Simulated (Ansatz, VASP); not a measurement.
# Two plane-wave programs on BN

```xyz
2
Lattice="0.0000 1.8130 1.8130 1.8130 0.0000 1.8130 1.8130 1.8130 0.0000" Properties=species:S:1:pos:R:3 pbc="T T T"
B     0.0000    0.0000    0.0000
N     2.7195    2.7195    2.7195
```

The cell is a database's computed one.

Alike in both runs: task single point; functional r2SCAN; k mesh 12 × 12 × 12; occupations gaussian, width 0.05 eV; no spin polarisation.

|  | VASP | Ansatz |
| --- | --- | --- |
| version | VASP 6.6.1 | Ansatz 0.2.0 |
| potentials or method | VASP PAW PBE potentials, release 64 (B, N) | scalar-relativistic, plane waves, PAW |
| plane-wave cutoff (eV) | 520 | 500 |
| valence electrons in the cell | 8 | 8 |

Ansatz gave:

| Item | Value |
| --- | --- |
| gap on the k mesh at the Fermi level (eV) | 4.99 |
| least direct gap on the mesh (eV) | 9.52 |
| pressure (GPa) | -5.2 |

Problem. What did VASP give for the same quantities?

Solution. gap on the k mesh at the Fermi level (eV): 4.96; least direct gap on the mesh (eV): 9.48; pressure (GPa): -4.1.

With one functional, cell and mesh, what is left measures potentials, basis and numerics.

Caveats: the PAW data sets were made with another functional, which shifts forces and pressure a little (VASP). r2SCAN opens gaps a little over a GGA but as a rule still falls short of measured ones. A k mesh can miss the band edges.
